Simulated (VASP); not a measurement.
Crystal: Cd.

```xyz
1
Lattice="-1.7843 1.7843 1.7843 1.7843 -1.7843 1.7843 1.7843 1.7843 -1.7843" Properties=species:S:1:pos:R:3 pbc="T T T"
Cd    0.0000    0.0000    0.0000
```

This isn't the form of Cd at room conditions, which is hcp.

- Program: VASP 6.6.1
- Task: relaxation of cell and atoms
- Functional: r2SCAN
- Potentials or basis: VASP PAW PBE potentials, release 64 (Cd)
- Cutoff: 600 eV
- k mesh: 8 × 8 × 8
- Occupations: methfessel-paxton, width 0.1 eV
- Spin: no spin polarisation

At the start: pressure -1.8 GPa; volume 22.72 Å³/atom.

Question: How do energy, volume and symmetry change on relaxing?

Answer: Over 3 steps the energy falls by 4.4 meV/atom and the volume is 21.95 Å³/atom (-3.4 %); space group Im-3m (No. 229, to 0.05 Å).

The path:
```
step  energy change (eV)  largest force (eV/Å)  pressure (GPa)  volume (Å³)
   1              0.0000                0.0000           -1.80        22.72
   2             -0.0043                0.0000            0.15        21.89
   3             -0.0044                0.0000            0.00        21.95
```

Final structure:
```xyz
1
Lattice="-1.7639 1.7639 1.7639 1.7639 -1.7639 1.7639 1.7639 1.7639 -1.7639" Properties=species:S:1:pos:R:3 pbc="T T T"
Cd    0.0000    0.0000    0.0000
```

Caveat: the PAW data sets were made with another functional, which shifts forces and pressure a little.
